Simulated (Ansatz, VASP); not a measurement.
## One calculation of MgO, two programs

```
CELL_PARAMETERS angstrom
2.68920 0.00000 0.00000
0.00000 2.68920 0.00000
0.00000 0.00000 2.62335
ATOMIC_POSITIONS crystal
Mg 0.00000 0.00000 0.00000
O 0.50000 0.50000 0.50000
```

Change from the starting cell: biaxial_xy strain +2.5%.

Alike in both runs: task single point; functional HSE06; k mesh 6 × 6 × 6; no spin polarisation.

```csv
,VASP,Ansatz
version,VASP 6.6.1,Ansatz 0.2.0
potentials or method,"VASP PAW PBE potentials, release 64 (Mg, O)","plane waves, PAW"
plane-wave cutoff (eV),520,420
occupations,"gaussian, width 0.01 eV",fixed
valence electrons in the cell,8,16
```

Ansatz gave:

| Item | Value |
| --- | --- |
| gap on the k mesh at the Fermi level (eV) | 3.53 |
| pressure (GPa) | -7.7 |
| largest component of the traceless stress (GPa) | 10.58 |

**Question.** Which values does VASP return?

**Answer.** gap on the k mesh at the Fermi level (eV): 3.47; pressure (GPa): -8.1; largest component of the traceless stress (GPa): 10.60.

The two sets of potentials don't hold the same shells in valence. Ansatz warned: «stress_exchange_threshold_loose».

Caveats: the PAW data sets were made with another functional, which shifts forces and pressure a little (VASP). A k mesh can miss the band edges.
